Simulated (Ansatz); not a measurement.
## FePt (Tetraferroplatinum) in Ansatz: the effect of functional

Crystal: FePt (Tetraferroplatinum).

```
Pt Fe
1.0
     2.72350    0.00000    0.00000
     0.00000    2.72350    0.00000
     0.00000    0.00000    3.72000
Pt Fe
1 1
Direct
  0.50000 0.50000 0.50000
  0.00000 0.00000 0.00000
```

Alike in all runs:

```yaml
Program: Ansatz 0.2.0
Task: projected density of states
Potentials_or_basis: Ansatz PAW
k_mesh: 6 × 6 × 4
Occupations: fermi-dirac, width 0.05 eV
Spin: collinear spin, ferromagnetic start
Starting_moments: "[0.0, 3.0] μB"
```

```csv
functional,cutoff,pressure (GPa),moment (μB)
LDA,420 eV (not typed: the program's choice for these potentials),-12.9,3.25
PBEsol,420 eV (not typed: the program's choice for these potentials),?,?
RPBE,420 eV (not typed: the program's choice for these potentials),7.9,3.31
revPBE,420 eV (not typed: the program's choice for these potentials),6.5,3.30
BLYP,420 eV (not typed: the program's choice for these potentials),13.8,3.26
r2SCAN,500 eV (not typed: the program's choice for these potentials),2.4,3.64
HSE06,420 eV (not typed: the program's choice for these potentials),5.9,3.68
PBE0,420 eV (not typed: the program's choice for these potentials),5.9,3.68
```

Problem. What does the run with functional PBEsol give?

Solution. Pressure -6.4 GPa; moment 3.28 μB.

Caveats: all runs use coarse meshes; the PAW data sets come from PBE, with cores solved anew for the run's functional, which leaves a small shift of forces and pressure; the density of states is complete only up to the lowest level of the last band computed; the magnetic or orbital state may not be the lowest (some runs); the thresholds are loose for stress (some runs).

Runs at the PBE level aren't shown here.
